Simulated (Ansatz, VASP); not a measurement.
V: VASP beside Ansatz

The input INCAR:

```
PREC = Accurate
ENCUT = 520
EDIFF = 1E-7
ISMEAR = -1
SIGMA = 0.05
LREAL = F
LASPH = T
NELM = 100
ALGO = Normal
ISIF = 2
LWAVE = F
LCHARG = F
GGA = PS
NBANDS = 26
```

The input KPOINTS:

```
Automatic mesh
0
Gamma
  10 10 14
```

File POSCAR:

```
V
1.0
    0.0000000000      2.9588263196     -2.9588263196
   -2.9588263196      0.0000000000      2.9588263196
    1.4794131598      1.4794131598      1.4794131598
V
3
Direct
    0.0000000000      0.0000000000      0.0000000000
    0.3333333330      0.6666666670      0.3333333330
    0.6666666670      0.3333333330      0.6666666670
```

Input for Ansatz:

```yaml
crystal:
  lattice:
    - [0.0, 2.9588263196, -2.9588263196]
    - [-2.9588263196, 0.0, 2.9588263196]
    - [1.4794131598, 1.4794131598, 1.4794131598]
  atoms:
    - { symbol: V, position: [0.0, 0.0, 0.0] }
    - { symbol: V, position: [0.333333333, 0.666666667, 0.333333333] }
    - { symbol: V, position: [0.666666667, 0.333333333, 0.666666667] }
kpoints:
  mp_grid: { grid: [10, 10, 14] }
scf:
  occupations: { method: fermi_dirac, width: 0.05 }
hamiltonian:
  xc: pbesol
  pseudopotentials: { kind: paw }
output:
  forces: true
  stress: true
  eigenvalues: true
```

Alike in both runs: task single point; functional PBEsol; k mesh 10 × 10 × 14; occupations fermi-dirac, width 0.05 eV; no spin polarisation.

```csv
,VASP,Ansatz
version,VASP 6.6.1,Ansatz 0.2.0
potentials or method,"VASP PAW PBE potentials, release 64 (V_sv)","PAW with Ansatz's default frozen-core files, scalar-relativistic"
plane-wave cutoff (eV),520,420
valence electrons in the cell,39,39
```

|  | VASP | Ansatz | Ansatz less VASP |
| --- | --- | --- | --- |
| pressure (GPa) | 0.2 | 0.0 | -0.23 |

Caveats: the PAW data sets were made with another functional, which shifts forces and pressure a little (VASP).
